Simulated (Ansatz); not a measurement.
Set up this calculation in Ansatz 0.2.0, as the native input.

```yaml
Task: phonons
Functional: PBEsol
Potentials_or_basis: all-electron PAW datasets made for the crystal
Cutoff: 270 eV (chosen from the basis error)
k_mesh: 9 × 6 × 6
Occupations: fermi-dirac, width 0.05 eV
Spin: no spin polarisation
Phonons: method dfpt
```

Crystal: Sb.

```
Sb
1.0
     3.12240    0.00000    0.00000
     0.00000    4.34752    0.00000
    -0.03891    0.00000    4.40585
Sb
2
Cartesian
  0.0262 1.0869 1.0625
  3.0573 3.2606 3.3433
```

This isn't the form of Sb at room conditions, which is rhombohedral.

The input as run:

input.yaml

```yaml
crystal:
  lattice:
    - [3.122402, 0.0, 0.0]
    - [0.0, 4.347518, 0.0]
    - [-0.038915, 0.0, 4.405852]
  atoms:
    - { symbol: Sb, position: [0.011389, 0.25, 0.241166] }
    - { symbol: Sb, position: [0.988611, 0.75, 0.758834] }
kpoints:
  mp_grid: { grid: [9, 6, 6] }
scf:
  occupations: { method: fermi_dirac, width: 0.05 }
hamiltonian:
  xc: pbesol
  pseudopotentials: { kind: all_electron, datasets: crystal }
output: {}
phonons:
  method: dfpt
```

Potentials or basis: all-electron PAW datasets made for the crystal.

The run is started by

```sh
$ ansatz run input.yaml --threads 1 --pin off --max-ram 3072MiB --backend cpu --events-out ev --progress --plain --runs-dir out
```

Results of the run:

| Item | Value |
| --- | --- |
| Band gap on the k mesh | none (metal or under the smearing width) |
| Highest phonon frequency at Γ | 79 cm⁻¹ |

Caveat: a metal's response needs a denser mesh; the program warned that the printed levels may be off, so bands, gaps and densities of states are rough.

Run time: 3 min on 1 thread of Arm Neoverse V1, on a shared host, peak memory 0.59 GiB.
